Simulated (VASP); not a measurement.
**From an Ansatz input to VASP: HgSe (strained zincblende)**

Ansatz input

```yaml
crystal:
  lattice:
    - [0.0, 3.1854450501, 3.1854450501]
    - [3.1854450501, 0.0, 3.1854450501]
    - [3.1854450501, 3.1854450501, 0.0]
  atoms:
    - { symbol: Hg, position: [0.0, 0.0, 0.0] }
    - { symbol: Se, position: [0.25, 0.25, 0.25] }
kpoints:
  mp_grid: { grid: [8, 8, 8] }
  band_path:
    path:
      - [0.0, 0.0, 0.0]
      - [-0.5, -0.5, 0.0]
      - [-0.375, -0.375, 0.25]
      - [-0.375, 0.0, 0.375]
      - [0.0, 0.0, 0.5]
      - [-0.5, -0.25, 0.25]
    npoints: 1
hamiltonian:
  xc: r2scan
scf:
  occupations: { method: fermi_dirac, width: 0.02 }
  n_extra_bands: 4
output:
  forces: true
  stress: true
  eigenvalues: true
```

Write VASP inputs for this cell and level of theory.



INCAR

```
NBANDS = 16
IBRION = -1
EDIFF = 1E-7
LREAL = .FALSE.
LCHARG = .FALSE.
ALGO = Normal
ISMEAR = -1
LWAVE = .FALSE.
LASPH = .TRUE.
ENCUT = 520
NELM = 120
ISIF = 2
PREC = Accurate
METAGGA = R2SCAN
SIGMA = 0.02
NSW = 0
```

KPOINTS

```
KPOINTS created by Atomic Simulation Environment
0
Gamma
8 8 8
0 0 0
```

KPOINTS_OPT

```
special points
6
Reciprocal
0.0000000000 0.0000000000 0.0000000000 1
-0.5000000000 -0.5000000000 0.0000000000 1
-0.3750000000 -0.3750000000 0.2500000000 1
-0.3750000000 0.0000000000 0.3750000000 1
0.0000000000 0.0000000000 0.5000000000 1
-0.5000000000 -0.2500000000 0.2500000000 1
```

POSCAR

```
Hg Se
 1.0000000000000000
     0.0000000000000000    3.1854450500999998    3.1854450500999998
     3.1854450500999998    0.0000000000000000    3.1854450500999998
     3.1854450500999998    3.1854450500999998    0.0000000000000000
 Hg  Se
   1   1
Cartesian
  0.0000000000000000  0.0000000000000000  0.0000000000000000
  1.5927225250499999  1.5927225250499999  1.5927225250499999
```

VASP ran with the recommended PBE PAW datasets (18 valence electrons in the cell). Other inputs would serve too.

```
                             Ansatz      VASP
gap between bands v and c   0.00 eV   0.00 eV
         least direct gap   0.00 eV   0.00 eV
                 pressure  -3.6 GPa  -3.4 GPa
```

Datasets and cutoffs are each program's own. VASP's cell holds 18 valence electrons and Ansatz's 36. Ansatz's stress includes a Pulay correction; VASP's doesn't.
